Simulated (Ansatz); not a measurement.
Free-standing chains of the atoms of CdTe, named by their start (strip: triangular double chain, ladder: square double chain); atoms and period are relaxed, and energies count from relaxed bulk CdTe (F-43m, 34.16 Å³/atom, gap on the mesh 0.65 eV).

Computed with Ansatz, DFT PBEsol, scalar-relativistic, plane waves, PAW.

Settings: cutoff 420 eV, Γ-centred mesh 1×1×14 on the computed 2-atom cell, Gaussian smearing of 0.05 eV; collinear spin from starting moments 0.5 0.5 μB.

Start (zigzag chain):

```xyz
2
Lattice="10.1000 0.0000 0.0000 0.0000 9.3000 0.0000 0.0000 0.0000 4.5521" Properties=species:S:1:pos:R:3 pbc="T T T"
Cd    4.4810    4.6500    0.0000
Te    5.6190    4.6500    2.2761
```

**Question.** Give the relaxed structure and its energy.

**Answer.** The free energy falls by 36 meV/atom.

```
excess energy (eV per host atom) : 0.795
period (Å)                       : 4.775
gap on the mesh (eV)             : 1.57
size of the moment (μB per cell) : 0.00
```

Relaxed structure:
```
CELL_PARAMETERS angstrom
10.10000 0.00000 0.00000
0.00000 9.30000 0.00000
0.00000 0.00000 4.77533
ATOMIC_POSITIONS crystal
Cd 0.44624 0.50000 0.00000
Te 0.55376 0.50000 0.50000
```

Spin-orbit coupling is left out, which matters for the bands of heavy elements.

Each run keeps its start's symmetry and one magnetic start, so lower states can exist.

The run took 57 s on 2 threads of Arm Neoverse V2, on a shared host, peak memory 0.66 GiB.